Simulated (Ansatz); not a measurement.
# Li2Se (antifluorite type): the dielectric function from several functionals

Aim: the dielectric function of Li2Se (antifluorite type) in the independent-particle picture, and how it depends on the functional and on the gap. The runs, in order: HSE06 for the gap; optics with PBE on 6×6×6; optics with r2SCAN on 6×6×6; optics with PBE and scissors to the HSE06 gap on 6×6×6; optics with PBE with spin-orbit coupling on 4×4×4.

Computed with Ansatz 0.2.0 (plane waves, PAW; no local fields, no excitons, unless a step's input says otherwise).

1 further run of the same task is left out (it didn't finish). Runs told in other sessions of the task aren't counted.

**1. Starting point**

Symmetry: Fm-3m, No. 225, cubic system. Conventional cell: a = 5.987 Å, b = 5.987 Å, c = 5.987 Å, α = 90.00°, β = 90.00°, γ = 90.00°. Se (site symmetry m-3m) has 8 Li at 2.59 Å in its first shell of neighbours. Around Li (site symmetry -43m) lie 4 Se at 2.59 Å.

As a file:

```
Se Li
1.0
     0.00000    2.99352    2.99352
     2.99352    0.00000    2.99352
     2.99352    2.99352    0.00000
Se Li
1 2
Direct
  0.00000 0.00000 0.00000
  0.25000 0.25000 0.25000
  0.75000 0.75000 0.75000
```

Cell and atoms come from an earlier r2SCAN relaxation.

**2. The gap to aim at**

Contents of input.yaml:

```yaml
crystal:
  lattice:
    - [0.0, 2.9935210614, 2.9935210614]
    - [2.9935210614, 0.0, 2.9935210614]
    - [2.9935210614, 2.9935210614, 0.0]
  atoms:
    - { symbol: Se, position: [0.0, 0.0, 0.0] }
    - { symbol: Li, position: [0.25, 0.25, 0.25] }
    - { symbol: Li, position: [0.75, 0.75, 0.75] }
kpoints:
  mp_grid: { grid: [4, 4, 4] }
  band_path:
    path:
      - [0.0, 0.0, 0.0]
      - [0.5, 0.0, 0.5]
      - [0.625, 0.25, 0.625]
      - [0.375, 0.375, 0.75]
      - [0.5, 0.5, 0.5]
      - [0.5, 0.25, 0.75]
      - [0.0, 0.5, 0.5]
    npoints: 1
hamiltonian:
  xc: hse06
scf:
  occupations: { method: fixed }
  n_extra_bands: 4
output:
  forces: true
  stress: true
  eigenvalues: true
```

Command:

```
$ ansatz run input.yaml --threads 4 --pin off --max-ram 3686MiB --backend cpu --events-out ev --progress --plain --runs-dir out
```

After this run come: Optics, PBE; Optics, r2SCAN; Optics, PBE with a scissors shift; Optics, PBE with spin-orbit coupling.

Q: Predict the results of all the runs planned. Wanted: ε∞, PBE; ε∞, r2SCAN; ε∞, PBE with spin-orbit coupling; tallest peak of ε₂, PBE; tallest peak of ε₂, r2SCAN; tallest peak of ε₂, PBE with spin-orbit coupling; HSE06 direct gap.

**Answer**, as computed:

| quantity | value |
| --- | --- |
| ε∞, PBE | 4.79 |
| ε∞, r2SCAN | 4.26 |
| ε∞, PBE + 0.97 eV scissors | 4.30 |
| ε∞, PBE with spin-orbit coupling | 4.77 |
| tallest peak of ε₂, PBE | 14.1 at 6.50 eV |
| tallest peak of ε₂, r2SCAN | 12.9 at 7.20 eV |
| tallest peak of ε₂, PBE + 0.97 eV scissors | 14.0 at 7.50 eV |
| tallest peak of ε₂, PBE with spin-orbit coupling | 12.9 at 6.40 eV |
| HSE06 direct gap | 4.39 eV |

PBE + 0.97 eV scissors has the widest direct gap (4.39 eV) and PBE with spin-orbit coupling the narrowest (3.29 eV); ε∞ is 4.30 and 4.77; the spin-orbit run sums fewer bands, so its ε∞ isn't like for like. Spin-orbit coupling moves the direct gap by -0.13 eV; ε∞ doesn't compare between these two runs, as the bands summed differ. The meshes differ between the runs, and peak heights and places move with the mesh, so part of any difference isn't the level's. Local fields and excitons are left out: both change ε∞, and without excitons the onset lacks its lines.
